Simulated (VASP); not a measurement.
# HfH2 (I4/mmm) in VASP: further runs

The runs below take HfH2 through single point, with PBEsol.

Everything below comes from runs of VASP 6.6.1. Logs are shortened: lines on timing, memory, paths and dates and some standing lists are left out, and cuts for length are marked.

## 1. The crystal as given

The structure is tetragonal, space group I4/mmm (No. 139). The conventional cell has a = 3.478 Å, b = 3.478 Å, c = 4.361 Å, α = 90.00°, β = 90.00°, γ = 90.00°. Hf (site symmetry 4/mmm) is surrounded by 8 H at 2.05 Å. H (site symmetry -4m2) has 4 Hf at 2.05 Å and 2 H at 2.18 Å as nearest neighbours.

## 2. Single point, PBEsol

INCAR

```
PREC = Accurate
ENCUT = 340
EDIFF = 1E-6
ISMEAR = 1
SIGMA = 0.15
LREAL = False
LASPH = True
NELM = 100
ALGO = Normal
ISIF = 2
LWAVE = False
LCHARG = False
GGA = PS
NBANDS = 13
ADDGRID = False
```

KPOINTS

```
Automatic mesh
0
Gamma
  14 14 14
```

POSCAR

```
HfH2
1.0
   -1.7390000000      1.7390000000      2.1805000000
    1.7390000000     -1.7390000000      2.1805000000
    1.7390000000      1.7390000000     -2.1805000000
Hf H
1 2
Direct
    0.0000000000      0.0000000000      0.0000000000
    0.2500000000      0.7500000000      0.5000000000
    0.7500000000      0.2500000000      0.5000000000
```

Potentials or basis: VASP PAW PBE potentials, release 64 (Hf_pv, H_s).

Started as:

```
$ cat potpaw_PBE.64/Hf_pv/POTCAR potpaw_PBE.64/H_s/POTCAR > POTCAR
$ mpirun -np 1 vasp_std > vasp.out
```

OUTCAR:

```text
PREC = Accurate
   ENCUT = 340
   EDIFF = 1E-6
   ISMEAR = 1
   LREAL = False
   LASPH = True
   NELM = 100
   ISIF = 2
   GGA = PS

 Found    244 irreducible k-points:

 Following reciprocal coordinates:
            Coordinates               Weight
  0.000000  0.000000  0.000000      1.000000
  0.071429  0.000000 -0.000000      8.000000
  0.142857  0.000000 -0.000000      8.000000
  0.214286  0.000000 -0.000000      8.000000
  0.285714  0.000000  0.000000      8.000000
  0.357143  0.000000 -0.000000      8.000000
   k-points           NKPTS =    244   k-points in BZ     NKDIM =    244   number of bands    NBANDS=     13
   number of dos      NEDOS =    301   number of ions     NIONS =      3
   total plane-waves  NPLWV =   8000
   dimension x,y,z NGX =    20 NGY =   20 NGZ =   20
   dimension x,y,z NGXF=    40 NGYF=   40 NGZF=   40
   ions per type =               1   2
   NGX,Y,Z   is equivalent  to a cutoff of  10.12, 10.12, 10.12 a.u.
   NGXF,Y,Z  is equivalent  to a cutoff of  20.23, 20.23, 20.23 a.u.
 SYSTEM =  unknown system
   PREC   = accura    normal or accurate (medium, high low for compatibility)
   ISTART =      0    job   : 0-new  1-cont  2-samecut
   ICHARG =      2    charge: 1-file 2-atom 10-const
   ISPIN  =      1    spin polarized calculation?
   LNONCOLLINEAR =      F non collinear calculations
   LSORBIT =      F    spin-orbit coupling
   LASPH  =      T    aspherical Exc in radial PAW
   ENCUT  =  340.0 eV  24.99 Ry    5.00 a.u.   4.94  4.94  4.94*2*pi/ulx,y,z
   NELM   =    100;   NELMIN=  2; NELMDL= -5     # of ELM steps
   EDIFF  = 0.1E-05   stopping-criterion for ELM
   LREAL  =      F    real-space projection
   EDIFFG = 0.1E-04   stopping-criterion for IOM
   NSW    =      0    number of steps for IOM
   IBRION =     -1    ionic relax: 0-MD 1-quasi-New 2-CG
   NFREE  =      0    steps in history (QN), initial steepest desc. (CG)
   ISIF   =      2    stress and relaxation
   ISYM   =      2    0-nonsym 1-usesym 2-fastsym
   POTIM  = 0.5000    time-step for ionic-motion
   TEBEG  =    0.0;   TEEND  =   0.0 temperature during run
   PSTRESS=    0.0 pullay stress
   NELECT =      12.0000    total number of electrons
   NUPDOWN=      -1.0000    fix difference up-down
   EMIN   =  10.00;   EMAX   =-10.00  energy-range for DOS
   EFERMI =   0.00;   METHOD = LEGACY
   ISMEAR =     1;   SIGMA  =   0.15  broadening in eV -4-tet -1-fermi 0-gaus
   EFERMI_NEDOS =   21; number of points for ismear=-14 and -15
   IALGO  =     38    algorithm
   IMIX   =      4    mixing-type and parameters
     AMIX     =   0.40;   BMIX     =  1.00
     AMIX_MAG =   1.60;   BMIX_MAG =  1.00
  volume/ion in A,a.u.               =       8.79        59.33
  Fermi-wavevector in a.u.,A,eV,Ry     =   1.259109  2.379372 21.570088  1.585357
  Thomas-Fermi vector in A             =   2.392686
   LORBIT       =      0    0 simple, 1 ext, 2 COOP (PROOUT), +10 PAW based schemes
   GGA     = PS    functional components
   LHFCALC =     F    Hartree Fock is set to
   AEXX    =    0.0000 exact exchange contribution
   IVDW    =     0    specifies the selected vdW correction
   LEPSILON=     F    determine dielectric tensor
   LRPA    =     F    only Hartree local field effects (RPA)
 non-spin polarized calculation
 Methfessel and Paxton  Order N= 1 SIGMA  =   0.15
  energy-cutoff  :      340.00
  volume of cell :       26.38
 maximum number of plane-waves:       398
   NGX =  9   NGY =  9   NGZ =  9

 number of electron      12.0000010 magnetization

 Free energy of the ion-electron system (eV)
  ---------------------------------------------------
  ext. energy  EPLUGINS =         0.00000000
  ---------------------------------------------------
  free energy    TOTEN  =       -18.83285206 eV

  energy without entropy =      -18.83343830  energy(sigma->0) =      -18.83304747

 E-fermi :   5.2433     XC(G=0): -11.5320

 val. band max:        5.2280552313   @ k =   0.0714   0.0714  -0.0000
 cond. band min:       5.2816654499   @ k =  -0.0714   0.4286   0.0714
 fundamental gap:      0.0536102186
 Fermi energy:         5.2433488200

 k-point     1 :       0.0000    0.0000    0.0000
  band No.  band energies     occupation
      1     -25.7021      2.00000
      2     -25.7021      2.00000
      3     -25.6452      2.00000
      4      -6.0348      2.00000
      5       3.9819      2.00000
      6       4.7486      2.00003
      7       4.7486      2.00003
      8       5.5330     -0.01984
      9       7.0762     -0.00000
     10       8.4130      0.00000
     11      16.6118      0.00000
     12      17.0558      0.00000
     13      17.0558      0.00000

 k-point     2 :       0.0714    0.0000   -0.0000
  band No.  band energies     occupation
      1     -25.7234      2.00000
      2     -25.7078      2.00000
      3     -25.6553      2.00000
      4      -5.8935      2.00000
      5       3.0086      2.00000
      6       4.8129      2.00038
      7       5.2022      1.44511
      8       6.2896     -0.00000
      9       7.0329     -0.00000
     10       8.3120      0.00000
     11      15.6540      0.00000
     12      17.3576      0.00000
     13      17.6653      0.00000
[... 33 lines left out ...]
 k-point     5 :       0.2857    0.0000    0.0000
  band No.  band energies     occupation
      1     -26.0377      2.00000
      2     -25.7726      2.00000
      3     -25.6855      2.00000
      4      -4.1947      2.00000
      5       0.2895      2.00000
      6       4.8163      2.00043
      7       5.9201     -0.00000
      8       7.8851     -0.00000
      9       7.9379     -0.00000
     10      10.2281      0.00000
     11      13.6744      0.00000
     12      15.3474      0.00000
     13      17.6932      0.00000

 k-point     6 :       0.3571    0.0000   -0.0000
  band No.  band energies     occupation
      1     -26.1486      2.00000
      2     -25.7955      2.00000
      3     -25.6924      2.00000
      4      -3.5945      2.00000
      5      -0.0124      2.00000
      6       4.6162      2.00000
      7       5.8949     -0.00000
      8       8.3609      0.00000
      9       8.7666      0.00000
     10      10.1860      0.00000
     11      13.0568      0.00000
     12      15.2733      0.00000
     13      17.6894      0.00000

 [... further k-points ...]

------------------------ aborting loop because EDIFF is reached ----------------------------------------

  FORCE on cell =-STRESS in cart. coord.  units (eV):
  Direction    XX          YY          ZZ          XY          YZ          ZX
  --------------------------------------------------------------------------------------
  -------------------------------------------------------------------------------------
  Total       -0.9221835     -0.9221835     -1.1499950      0.0000000     -0.0000000      0.0000000
  in kB      -56.0160762    -56.0160762    -69.8539989      0.0000000     -0.0000000      0.0000000
  external PRESSURE =     -60.6287171 kB  Pullay stress =       0.0000000 kB

 VOLUME and BASIS-vectors are now :
 -----------------------------------------------------------------------------
  energy-cutoff  :      340.00
  volume of cell :       26.38
      direct lattice vectors                 reciprocal lattice vectors
    -1.739000000  1.739000000  2.180500000     0.000000000  0.287521564  0.229305205
     1.739000000 -1.739000000  2.180500000     0.287521564  0.000000000  0.229305205
     1.739000000  1.739000000 -2.180500000     0.287521564  0.287521564  0.000000000

 POSITION                                       TOTAL-FORCE (eV/Angst)
 -----------------------------------------------------------------------------------
      0.00000      0.00000      0.00000        -0.000000     -0.000000      0.000000
      1.73900     -0.00000      1.09025         0.000000     -0.000000      0.000000
     -0.00000      1.73900      1.09025        -0.000000      0.000000     -0.000000
 -----------------------------------------------------------------------------------
    total drift:                               -0.000000     -0.000000      0.000000

  FREE ENERGIE OF THE ION-ELECTRON SYSTEM (eV)
  ---------------------------------------------------
  free  energy   TOTEN  =       -18.8328520610 eV

  energy  without entropy=      -18.8334382999  energy(sigma->0) =      -18.83304747
```

Run time: 15 s. Hardware: 1 thread of Intel Xeon 6975P-C (Granite Rapids), shared host; peak memory 0.16 GiB.

These settings aren't checked as converged: the numbers below hold their error.

What came out:

| Item | Value |
| --- | --- |
| Free energy | -18.8329 eV |
| Pressure | -6.1 GPa |
| Band gap on the k mesh | none (metal or under the smearing width) |

Caveat: the PAW data sets were made with another functional, which shifts forces and pressure a little.

## 3. Single point, PBEsol

INCAR, as its differences from that of step 2:

```diff
@@ -1,3 +1,3 @@
 PREC = Accurate
-ENCUT = 340
+ENCUT = 520
 EDIFF = 1E-6
```

KPOINTS

```
Automatic mesh
0
Gamma
  12 12 12
```

POSCAR is that of step 2.

Potentials or basis: VASP PAW PBE potentials, release 64 (Hf_pv, H_s).

Started as:

```
$ cat potpaw_PBE.64/Hf_pv/POTCAR potpaw_PBE.64/H_s/POTCAR > POTCAR
$ mpirun -np 1 vasp_std > vasp.out
```

It took 13 s on 1 thread of Intel Xeon 6975P-C (Granite Rapids), shared host; peak memory 0.18 GiB.

These settings aren't checked as converged: the numbers below hold their error.

What came out:

- Free energy: -18.8385 eV
- Pressure: -5.6 GPa
- Band gap on the k mesh: none (metal or under the smearing width)

Caveat: the PAW data sets were made with another functional, which shifts forces and pressure a little.
